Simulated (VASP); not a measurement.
# EuO (Fm-3m) in VASP: further runs

Runs on EuO. Level: PBE. Tasks: single point.

Program: VASP 6.6.1. These are calculated values, not measurements. Logs are shortened: lines on timing, memory, paths and dates and some standing lists are left out, and cuts for length are marked.

**What was measured.**

From a printed reference work, monograph, for a bulk crystal of EuO at 300 K: band gap 1.115 eV (optical).

The results are compared with them further down.

## 1. The cell of the first run

The structure is cubic, space group Fm-3m (No. 225). Conventional cell: a = 5.127 Å, b = 5.127 Å, c = 5.127 Å, α = 90.00°, β = 90.00°, γ = 90.00°. Eu (site symmetry m-3m) has 6 O at 2.56 Å within 3.4 Å. Within 3.4 Å of O (site symmetry m-3m) lie 6 Eu at 2.56 Å.

## 2. Single point, PBE, collinear spin, ferromagnetic start (16.85 Å³/atom)

INCAR

```
PREC = Accurate
ENCUT = 600
EDIFF = 1E-6
ISMEAR = 0
SIGMA = 0.05
LREAL = F
LASPH = T
NELM = 200
ALGO = Normal
ISIF = 2
LWAVE = F
LCHARG = T
ISPIN = 2
MAGMOM = 7.26 0
LORBIT = 11
LMAXMIX = 6
GGA = PE
LELF = T
LVHAR = T
NBANDS = 22
GGA_COMPAT = F
```

KPOINTS

```
regular mesh
0
Gamma
  12 12 12
```

POSCAR

```
EuO
1.0
    0.0000000000      2.5635929839      2.5635929839
    2.5635929839      0.0000000000      2.5635929839
    2.5635929839      2.5635929839      0.0000000000
Eu O
1 1
Direct
    0.0000000000      0.0000000000      0.0000000000
    0.5000000000      0.5000000000      0.5000000000
```

Potentials or basis: VASP PAW PBE potentials, release 64 (Eu, O).

On the command line:

```sh
> cat potpaw_PBE.64/Eu/POTCAR potpaw_PBE.64/O/POTCAR > POTCAR
> mpirun -np 1 vasp_std > vasp.out
```

OUTCAR:

```text
PREC = Accurate
   ENCUT = 600
   EDIFF = 1E-6
   ISMEAR = 0
   LREAL = F
   LASPH = T
   NELM = 200
   ISIF = 2
   ISPIN = 2
   LORBIT = 11
   GGA = PE

 ion  position               nearest neighbor table
   1  0.000  0.000  0.000-   2 2.56   2 2.56   2 2.56   2 2.56   2 2.56   2 2.56
   2  0.500  0.500  0.500-   1 2.56   1 2.56   1 2.56   1 2.56   1 2.56   1 2.56

  LATTYP: Found a face centered cubic cell.
 ALAT       =     5.1271859678

  Lattice vectors:

 A1 = (   0.0000000000,   2.5635929839,   2.5635929839)
 A2 = (   2.5635929839,   0.0000000000,   2.5635929839)
 A3 = (   2.5635929839,   2.5635929839,   0.0000000000)

Analysis of symmetry for initial positions (statically):
=====================================================================
 Subroutine PRICEL returns:
 Original cell was already a primitive cell.

 Routine SETGRP: Setting up the symmetry group for a
 face centered cubic supercell.

 Subroutine GETGRP returns: Found 48 space group operations
 (whereof 48 operations were pure point group operations)
 out of a pool of 48 trial point group operations.

The static configuration has the point symmetry O_h .

Analysis of symmetry for dynamics (positions and initial velocities):
=====================================================================
 Subroutine PRICEL returns:
 Original cell was already a primitive cell.

 Routine SETGRP: Setting up the symmetry group for a
 face centered cubic supercell.

 Subroutine GETGRP returns: Found 48 space group operations
 (whereof 48 operations were pure point group operations)
 out of a pool of 48 trial point group operations.

The dynamic configuration has the point symmetry O_h .

Analysis of structural, dynamic, and magnetic symmetry:
=====================================================================
 Subroutine PRICEL returns:
 Original cell was already a primitive cell.

 Routine SETGRP: Setting up the symmetry group for a
 face centered cubic supercell.

 Subroutine GETGRP returns: Found 48 space group operations
 (whereof 48 operations were pure point group operations)
 out of a pool of 48 trial point group operations.

The overall configuration has the point symmetry O_h .

 Subroutine INISYM returns: Found 48 space group operations
 (whereof 48 operations are pure point group operations),
 and found     1 'primitive' translations

----------------------------------------------------------------------------------------

                                     Primitive cell

  volume of cell :      33.6959

  direct lattice vectors                    reciprocal lattice vectors
     0.000000000  2.563592984  2.563592984    -0.195038761  0.195038761  0.195038761
     2.563592984  0.000000000  2.563592984     0.195038761 -0.195038761  0.195038761
     2.563592984  2.563592984  0.000000000     0.195038761  0.195038761 -0.195038761

  length of vectors
     3.625467966  3.625467966  3.625467966     0.337817044  0.337817044  0.337817044

  position of ions in fractional coordinates (direct lattice)
     0.000000000  0.000000000  0.000000000
     0.500000000  0.500000000  0.500000000

  ion indices of the primitive-cell ions
   primitive index   ion index
                 1           1
                 2           2

----------------------------------------------------------------------------------------

 KPOINTS: regular mesh

Automatic generation of k-mesh.
 Grid dimensions read from file:
 generate k-points for:   12   12   12

 Generating k-lattice:

  Cartesian coordinates                     Fractional coordinates (reciprocal lattice)
    -0.016253230  0.016253230  0.016253230     0.083333333  0.000000000  0.000000000
     0.016253230 -0.016253230  0.016253230     0.000000000  0.083333333  0.000000000
     0.016253230  0.016253230 -0.016253230     0.000000000  0.000000000  0.083333333

  Length of vectors
     0.028151420  0.028151420  0.028151420

  Shift w.r.t. Gamma in fractional coordinates (k-lattice)
     0.000000000  0.000000000  0.000000000

 Subroutine IBZKPT returns following result:
 ===========================================

 Found     72 irreducible k-points:

 Following reciprocal coordinates:
            Coordinates               Weight
  0.000000  0.000000  0.000000      1.000000
  0.083333  0.000000  0.000000      8.000000
  0.166667  0.000000  0.000000      8.000000
  0.250000  0.000000  0.000000      8.000000
  0.333333  0.000000  0.000000      8.000000
  0.416667  0.000000  0.000000      8.000000
[... 16 lines left out ...]
  0.500000  0.166667  0.000000     24.000000
 -0.416667  0.166667  0.000000     24.000000
 [... further k-points ...]
   k-points           NKPTS =     72   k-points in BZ     NKDIM =     72   number of bands    NBANDS=     22
   number of dos      NEDOS =    301   number of ions     NIONS =      2
   total plane-waves  NPLWV =  27000
   dimension x,y,z NGX =    30 NGY =   30 NGZ =   30
   dimension x,y,z NGXF=    60 NGYF=   60 NGZF=   60
   ions per type =               1   1
   NGX,Y,Z   is equivalent  to a cutoff of  13.76, 13.76, 13.76 a.u.
   NGXF,Y,Z  is equivalent  to a cutoff of  27.51, 27.51, 27.51 a.u.
 SYSTEM =  unknown system
   PREC   = accura    normal or accurate (medium, high low for compatibility)
   ISTART =      0    job   : 0-new  1-cont  2-samecut
   ICHARG =      2    charge: 1-file 2-atom 10-const
   ISPIN  =      2    spin polarized calculation?
   LNONCOLLINEAR =      F non collinear calculations
   LSORBIT =      F    spin-orbit coupling
   LASPH  =      T    aspherical Exc in radial PAW
   ENCUT  =  600.0 eV  44.10 Ry    6.64 a.u.   7.24  7.24  7.24*2*pi/ulx,y,z
   NELM   =    200;   NELMIN=  2; NELMDL= -5     # of ELM steps
   EDIFF  = 0.1E-05   stopping-criterion for ELM
   LREAL  =      F    real-space projection
[... 7 lines left out ...]
   TEBEG  =    0.0;   TEEND  =   0.0 temperature during run
   PSTRESS=    0.0 pullay stress
   NELECT =      23.0000    total number of electrons
   NUPDOWN=      -1.0000    fix difference up-down
   EMIN   =  10.00;   EMAX   =-10.00  energy-range for DOS
   EFERMI =   0.00;   METHOD = LEGACY
   ISMEAR =     0;   SIGMA  =   0.05  broadening in eV -4-tet -1-fermi 0-gaus
   EFERMI_NEDOS =   21; number of points for ismear=-14 and -15
   IALGO  =     38    algorithm
   IMIX   =      4    mixing-type and parameters
     AMIX     =   0.40;   BMIX     =  1.00
     AMIX_MAG =   1.60;   BMIX_MAG =  1.00
  volume/ion in A,a.u.               =      16.85       113.70
  Fermi-wavevector in a.u.,A,eV,Ry     =   1.441424  2.723896 28.268862  2.077703
  Thomas-Fermi vector in A             =   2.560058
   LORBIT       =     11    0 simple, 1 ext, 2 COOP (PROOUT), +10 PAW based schemes
   GGA     = PE    functional components
   LHFCALC =     F    Hartree Fock is set to
   AEXX    =    0.0000 exact exchange contribution
   IVDW    =     0    specifies the selected vdW correction
   LEPSILON=     F    determine dielectric tensor
   LRPA    =     F    only Hartree local field effects (RPA)
 spin polarized calculation
 Gauss-broadening in eV      SIGMA  =   0.05
  energy-cutoff  :      600.00
  volume of cell :       33.70
 maximum number of plane-waves:      1158
 NGX is ok and might be reduce to    30

 number of electron      23.0000000 magnetization       6.9660714

 Free energy of the ion-electron system (eV)
  ---------------------------------------------------
  ext. energy  EPLUGINS =         0.00000000
  ---------------------------------------------------
  free energy    TOTEN  =       -22.02833263 eV

  energy without entropy =      -22.02683806  energy(sigma->0) =      -22.02758535

 E-fermi :   4.7536     XC(G=0): -10.9163

 val. band max:        4.7426102263   @ k =   0.1667   0.1667   0.0000
 cond. band min:       4.7674316961   @ k =   0.5000   0.4167   0.0000
 fundamental gap:      0.0248214698
 Fermi energy:         4.7536249854

 spin component 1

 k-point     1 :       0.0000    0.0000    0.0000
  band No.  band energies     occupation
      1     -36.7579      1.00000
      2     -15.1469      1.00000
      3     -15.1469      1.00000
      4     -15.1469      1.00000
      5     -14.0098      1.00000
      6       0.8647      1.00000
[... 14 lines left out ...]
     21       8.6338      0.00000
     22      13.8475      0.00000

 k-point     2 :       0.0833    0.0000    0.0000
  band No.  band energies     occupation
      1     -36.7515      1.00000
      2     -15.3794      1.00000
      3     -15.1531      1.00000
      4     -15.1531      1.00000
      5     -13.7938      1.00000
      6       0.6294      1.00000
[... 542 lines left out ...]
 k-point    24 :      -0.4167    0.1667    0.0000
  band No.  band energies     occupation
      1     -36.6523      1.00000
      2     -16.7059      1.00000
      3     -15.4459      1.00000
      4     -15.2772      1.00000
      5     -12.7442      1.00000
      6      -0.9459      1.00000
[... 14 lines left out ...]
     21      13.2155      0.00000
     22      14.4808      0.00000

 [... further k-points ...]

 spin component 2

 k-point     1 :       0.0000    0.0000    0.0000
  band No.  band energies     occupation
      1     -33.7076      1.00000
      2     -14.0915      1.00000
      3     -12.8488      1.00000
      4     -12.8488      1.00000
      5     -12.8488      1.00000
      6       0.9355      1.00000
[... 14 lines left out ...]
     21       9.7547      0.00000
     22      15.7973      0.00000

 k-point     2 :       0.0833    0.0000    0.0000
  band No.  band energies     occupation
      1     -33.6993      1.00000
      2     -14.2857      1.00000
      3     -12.8553      1.00000
      4     -12.8553      1.00000
      5     -12.6817      1.00000
      6       0.7395      1.00000
[... 542 lines left out ...]
 k-point    24 :      -0.4167    0.1667    0.0000
  band No.  band energies     occupation
      1     -33.5712      1.00000
      2     -15.5041      1.00000
      3     -13.2147      1.00000
      4     -12.9945      1.00000
      5     -11.8796      1.00000
      6      -0.6710      1.00000
[... 14 lines left out ...]
     21      14.6372      0.00000
     22      15.7926      0.00000

 [... further k-points ...]

------------------------ aborting loop because EDIFF is reached ----------------------------------------

  FORCE on cell =-STRESS in cart. coord.  units (eV):
  Direction    XX          YY          ZZ          XY          YZ          ZX
  --------------------------------------------------------------------------------------
  -------------------------------------------------------------------------------------
  Total       -0.7799400     -0.7799400     -0.7799400      0.0000000      0.0000000     -0.0000000
  in kB      -37.0846818    -37.0846818    -37.0846818      0.0000000      0.0000000     -0.0000000
  external PRESSURE =     -37.0846818 kB  Pullay stress =       0.0000000 kB

 VOLUME and BASIS-vectors are now :
 -----------------------------------------------------------------------------
  energy-cutoff  :      600.00
  volume of cell :       33.70
      direct lattice vectors                 reciprocal lattice vectors
     0.000000000  2.563592984  2.563592984    -0.195038761  0.195038761  0.195038761
     2.563592984  0.000000000  2.563592984     0.195038761 -0.195038761  0.195038761
     2.563592984  2.563592984  0.000000000     0.195038761  0.195038761 -0.195038761

 POSITION                                       TOTAL-FORCE (eV/Angst)
 -----------------------------------------------------------------------------------
      0.00000      0.00000      0.00000         0.000000      0.000000      0.000000
      2.56359      2.56359      2.56359        -0.000000     -0.000000     -0.000000
 -----------------------------------------------------------------------------------
    total drift:                                0.000000      0.000000      0.000000

  FREE ENERGIE OF THE ION-ELECTRON SYSTEM (eV)
  ---------------------------------------------------
  free  energy   TOTEN  =       -22.0283326307 eV

  energy  without entropy=      -22.0268380597  energy(sigma->0) =      -22.02758535

 total charge

# of ion       s       p       d       f       tot
--------------------------------------------------
    1        2.031   5.764   0.397   6.613  14.806
    2        1.552   3.396   0.000   0.000   4.948
--------------------------------------------------
tot          3.583   9.161   0.397   6.613  19.754

 magnetization (x)

# of ion       s       p       d       f       tot
--------------------------------------------------
    1       -0.012  -0.106   0.143   6.561   6.587
    2       -0.004  -0.093   0.000   0.000  -0.097
--------------------------------------------------
tot         -0.016  -0.199   0.143   6.561   6.490
```

Run time: 2.7 min. Hardware: 1 thread of Intel Xeon Platinum 8488C (Sapphire Rapids), shared host; peak memory 0.28 GiB.

What came out:

* Free energy: -22.0283 eV
* Pressure: -3.7 GPa
* Band gap on the k mesh: zero (filled and empty bands overlap)
* Net moment: 6.97 μB per cell
* Site moments: Eu +6.59; O -0.10 μB
* Valence electrons inside the program's atomic spheres: Eu 14.81; O 4.95

Caveat: the cell stands under tension; spin-orbit coupling is left out, which moves the levels of the heavy elements; a cell with one magnetic atom can't hold antiferromagnetic order, which such compounds often take; semilocal functionals describe open f shells poorly, which spoils levels, moments and volumes.

## 3. Single point, PBE, collinear spin, ferromagnetic start

This run uses another cell than the first one: it holds 4 atoms, not 2.

INCAR

```
SYSTEM = EuO
  PREC = Accurate
  ENCUT = 600
  EDIFF = 1E-6
  ISMEAR = 0
  SIGMA = 0.05
  LREAL = .False.
  LASPH = .True.
  NELM = 200
  ALGO = Normal
  ISIF = 2
  LWAVE = .False.
  LCHARG = .False.
  ISPIN = 2
  MAGMOM = 7 7 0 0
  LORBIT = 11
  LMAXMIX = 6
  GGA = PE
  NBANDS = 35
  GGA_COMPAT = .False.
```

KPOINTS

```
Automatic mesh
0
Gamma
  8 8 6
  0 0 0
```

POSCAR

```
EuO
1.0
    0.0000000000      2.5302957997     -2.5302957997
    0.0000000000      2.5302957997      2.5302957997
    5.0605915994      0.0000000000      0.0000000000
Eu O
2 2
Direct
    0.0000000000      0.0000000000      0.0000000000
    0.5000000000      0.5000000000      0.5000000000
    0.0000000000      1.0000000000      0.5000000000
    0.5000000000      1.5000000000      1.0000000000
```

Potentials or basis: VASP PAW PBE potentials, release 64 (Eu, O).

On the command line:

```sh
> cat potpaw_PBE.64/Eu/POTCAR potpaw_PBE.64/O/POTCAR > POTCAR
> mpirun -np 1 vasp_std > vasp.out
```

Run time: 6.4 min. Hardware: 1 thread of Intel Xeon Platinum 8488C (Sapphire Rapids), shared host; peak memory 0.4 GiB.

Results (log left out):

| Quantity | Value |
| --- | --- |
| Free energy | -44.0863 eV |
| Pressure | -0.1 GPa |
| Net moment | 13.90 μB per cell |
| Site moments | Eu +6.58; O -0.10 μB |
| Valence electrons inside the program's atomic spheres | Eu 14.83; O 4.96 |

Levels at points of the mesh, in eV from the Fermi level:
Spin up:
```tsv
k point	band 28	band 29	band 30	band 31	band 32	band 33
(0.00, 0.00, 0.00)	-0.03	-0.03	0.09	0.09	0.09	1.61
(0.50, 0.00, 0.00)	-0.28	-0.24	-0.24	2.13	2.13	2.85
(0.50, 0.50, 0.00)	-0.30	-0.03	-0.03	-0.03	-0.03	3.65
(0.00, 0.00, 0.50)	-0.02	-0.02	-0.02	0.20	0.20	1.93
(0.50, 0.00, 0.50)	-0.27	-0.24	-0.24	2.33	2.33	4.51
(0.50, 0.50, 0.50)	-0.28	-0.28	-0.28	1.92	1.92	1.92
```
Spin down:
```csv
k point,band 12,band 13,band 14,band 15,band 16,band 17,band 18,band 19,band 20,band 21
"(0.00, 0.00, 0.00)",-3.91,-3.91,-3.84,-3.81,-3.81,-0.36,0.93,2.73,2.73,2.74
"(0.50, 0.00, 0.00)",-5.51,-4.94,-4.94,-4.08,-4.08,2.40,2.40,3.56,3.56,3.81
"(0.50, 0.50, 0.00)",-3.84,-3.81,-3.81,-3.81,-3.81,-0.37,-0.37,4.15,4.15,4.24
"(0.00, 0.00, 0.50)",-5.15,-3.95,-3.95,-3.95,-3.95,0.72,0.72,2.90,2.90,4.10
"(0.50, 0.00, 0.50)",-5.97,-5.05,-5.05,-5.05,-5.05,3.16,3.16,3.67,3.67,4.11
"(0.50, 0.50, 0.50)",-5.03,-3.97,-3.97,-3.97,-3.97,2.31,2.31,2.31,2.31,4.29
```

Caveat: spin-orbit coupling is left out, which moves the levels of the heavy elements; semilocal functionals describe open f shells poorly, which spoils levels, moments and volumes. The state reached can hang on the start; a lower one may exist.

## 4. How close it comes

Step 3. Measured gap of EuO: 1.115 eV (optical; 300 K; a printed reference work, monograph). This calculation gives 0.00 eV (-1.11 eV). So large a miss can be the level of theory's own, or it may mean another phase, state or a wrong row. Spin-orbit coupling on Eu is left out. The value is that of PBE on a finite k mesh, which can miss the band edges, without temperature or zero-point motion. Semilocal functionals fall short of measured gaps as a rule. The run's magnetic order (collinear spin, ferromagnetic start) needn't be the measured crystal's.

The gap in the log of VASP goes by the Fermi energy; the results here count the filled bands.